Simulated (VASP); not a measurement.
Input of a VASP 6.6.1 run:

The input INCAR:

```
SYSTEM = Si
PREC = Accurate
ENCUT = 600
EDIFF = 1E-7
ISMEAR = 1
SIGMA = 0.1
LREAL = .False.
LASPH = .True.
NELM = 80
ALGO = Normal
ISIF = 4
LWAVE = .False.
LCHARG = .False.
GGA = CA
IBRION = 2
NSW = 40
EDIFFG = -0.01
```

The input KPOINTS:

```
regular mesh
0
Gamma
  18 18 8
  0 0 0
```

The input POSCAR:

```
Si                                      
1.0
    2.6932495666      0.0000000000      0.0000000000
   -1.3466247834      2.3324225434      0.0000000000
    0.0000000000      0.0000000000      4.5665224686
  Si            
     2
Direct
     0.3333333300000021    0.6666666699999979    0.2500000000000000
     0.6666666699999979    0.3333333300000021    0.7500000000000000
```

Potentials or basis: VASP PAW LDA potentials, release 64 (Si).

Run with:

```console
$ cat potpaw_LDA.64/Si/POTCAR > POTCAR
$ mpirun -np 1 vasp_std > vasp.out
```

(1) Predict the band gap on the k mesh.

## Answers

(1) none (metal or under the smearing width).

Caveat: the relaxation stopped at its first step, so nothing moved.
